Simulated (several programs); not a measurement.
Many methods on one cell: GaN (P6_3mc)

Measured values to be reproduced:
- band gap: 3.503 eV (direct gap at Gamma, earlier experiment; “Studying electronic properties in GaN without electrical contacts using γ-γ vs e−-γ Perturbed Angular Correlations”; Cited literature value; temperature and sample not stated; 2019; pmc:6823545)
- volume: 11.42 Å³ an atom (from the lattice constants; a, Expt. column of Table I; “Vacancy defect in bulk and at (10overline10) surface of GaN: A combined first-principles theoretical and experimental analysis”; 2017; arxiv:1710.05670)

A 4-atom cell of GaN started from a crystallographic database, relaxed with r2SCAN in Ansatz, was computed with several methods. The symmetry is P6_3mc (No. 186, hexagonal); a = 3.183 Å, c = 5.184 Å in the conventional setting, 11.37 Å³ an atom. Ga has 4 N at 1.95 Å; N has 4 Ga at 1.95 Å. Spin-unpolarised throughout.

```yaml
crystal:
  lattice:
    - [3.18315, 0.00000, 0.00000]
    - [-1.59157, 2.75669, 0.00000]
    - [0.00000, 0.00000, 5.18363]
  atoms:
    - { symbol: Ga, position: [0.33333, 0.66667, 0.99911] }
    - { symbol: Ga, position: [0.66667, 0.33333, 0.49911] }
    - { symbol: N, position: [0.33333, 0.66667, 0.37589] }
    - { symbol: N, position: [0.66667, 0.33333, 0.87589] }
```

Gaps and times are for a single point on this cell; volume and bulk modulus come from each method's own relaxation or energy curve at fixed shape, which is too stiff where a cell has free coordinates or axes. Times are rough, from shared hosts (Arm Neoverse N1; Arm Neoverse V1; NVIDIA H100 80GB HBM3), and each method has its own mesh and cell size. A double dagger marks a value from a curve with shape and coordinates held. PM6 (MOPAC), PM7 (MOPAC), GFN1-xTB (tblite), GFN2-xTB (tblite) treat a cluster of cells at its zone centre, which samples few k points: where these miss a band edge, the gap comes out too large for that reason alone. Gaps from k meshes are read at a limited set of points (mesh, symmetry points, PBE's band edges), so each method's own least gap may be somewhat smaller. Force fields have no electrons; where one was fitted to this phase, its volume and modulus reflect the fit. xTB and the PM methods were fitted mostly to molecules, and can miss a solid's gap by electronvolts. Minimal bases can be far off for gaps. Times of the plane-wave ladder aren't listed, since it ran on unlike processors and cards. GLLB-SC's gap includes the derivative discontinuity. G0W0 is at finite bands, cutoff and mesh. d marks a direct gap, i an indirect one (no mark: not told apart), a dash a value that wasn't computed or didn't pass its checks.

```tsv
method	kind	gap (eV)	own volume (Å³/atom)	bulk modulus (GPa)	atoms computed	processor time
PBEsol	semilocal	–	11.37	–	4	–
GaN.sw (LAMMPS)	force field	–	11.48	206‡	4	0.11 s
GaN.tersoff (LAMMPS)	force field	–	11.38	208‡	4	0.12 s
light PBE (260 eV and a coarse mesh)	light plane-wave	1.62 d	–	–	4	1.5 s
LDA	semilocal	1.94 d	11.05	–	4	–
PM6 (MOPAC)	semi-empirical	5.01	–	–	cluster	4 s
GFN1-xTB (tblite)	tight binding	1.50	–	–	cluster	7.1 s
PBE	semilocal	1.93 d	11.76	172‡	4	–
GFN2-xTB (tblite)	tight binding	1.88	10.95‡	131‡	cluster	10 s
GLLB-SC (GPAW)	model potential	2.81	–	–	4	14 s
PBE/SZV (CP2K)	small basis	2.06 d	12.22‡	159‡	4	15 s
G0W0@r2SCAN (180 eV screening cutoff)	many-body	3.34	–	–	4	–
PBE+SOC	semilocal	1.93 d	–	–	4	–
PBE/single zeta (GPAW)	small basis	2.22 d	–	–	4	19 s
r2SCAN	semilocal	2.35 d	11.37	197‡	4	–
PM7 (MOPAC)	semi-empirical	3.32	–	–	cluster	23 s
LC-ωPBE	hybrid	8.50 d	–	–	4	–
G0W0@PBE0 (180 eV screening cutoff)	many-body	3.88	–	–	4	–
G0W0@PBE (260 eV screening cutoff)	many-body	3.06	–	–	4	–
G0W0@HSE06 (180 eV screening cutoff)	many-body	3.70	–	–	4	–
PBE/DZVP (CP2K)	small basis	1.92 d	11.92‡	165‡	4	56 s
PBE0	hybrid	3.89 d	–	–	4	–
HSE06	hybrid	3.20 d	11.37	–	4	–
r2SCANh	hybrid	3.07 d	–	–	4	–
DDH-PBE0	hybrid	3.26 d	–	–	4	–
HSE06+SOC	hybrid	3.19 d	–	–	4	–
G0W0@LDA (140 eV screening cutoff)	many-body	3.12	–	–	4	–
```

Against HSE06 (3.20 eV) and with closed or daggered gaps left aside, the nearest gap at the points sampled is that of HSE06+SOC (-0.01 eV) and the farthest that of LC-ωPBE (+5.30 eV). HSE06 is only a yardstick of convenience, and nearness to it can be luck.

Volumes against r2SCAN's: PBEsol 0.0 %, GaN.sw (LAMMPS) +1.0 %, GaN.tersoff (LAMMPS) +0.1 %, LDA -2.8 %, PBE +3.4 %, HSE06 0.0 %.

Comparison with experiment:
- Band gap, measured 3.503 eV: light PBE (260 eV and a coarse mesh) -1.89 eV, LDA -1.56 eV, PM6 (MOPAC) +1.51 eV, GFN1-xTB (tblite) -2.01 eV, PBE -1.57 eV, GFN2-xTB (tblite) -1.63 eV, GLLB-SC (GPAW) -0.70 eV, PBE/SZV (CP2K) -1.45 eV, G0W0@r2SCAN (180 eV screening cutoff) -0.17 eV, PBE+SOC -1.57 eV, PBE/single zeta (GPAW) -1.28 eV, r2SCAN -1.15 eV, PM7 (MOPAC) -0.18 eV, LC-ωPBE +5.00 eV, G0W0@PBE0 (180 eV screening cutoff) +0.38 eV, G0W0@PBE (260 eV screening cutoff) -0.44 eV, G0W0@HSE06 (180 eV screening cutoff) +0.20 eV, PBE/DZVP (CP2K) -1.59 eV, PBE0 +0.39 eV, HSE06 -0.30 eV, r2SCANh -0.43 eV, DDH-PBE0 -0.24 eV, HSE06+SOC -0.31 eV, G0W0@LDA (140 eV screening cutoff) -0.38 eV.
- Volume, measured 11.42 Å³ an atom: PBEsol -0.4 %, GaN.sw (LAMMPS) +0.6 %, GaN.tersoff (LAMMPS) -0.3 %, LDA -3.2 %, PBE +3.0 %, r2SCAN -0.4 %, HSE06 -0.4 %.
The calculations are for a static lattice; samples hold vibrations, temperature and, in optical gaps, excitons. A measured value is shown where most reports agree with it, and only for the quantities listed.

Only the rows marked +SOC include spin-orbit coupling.
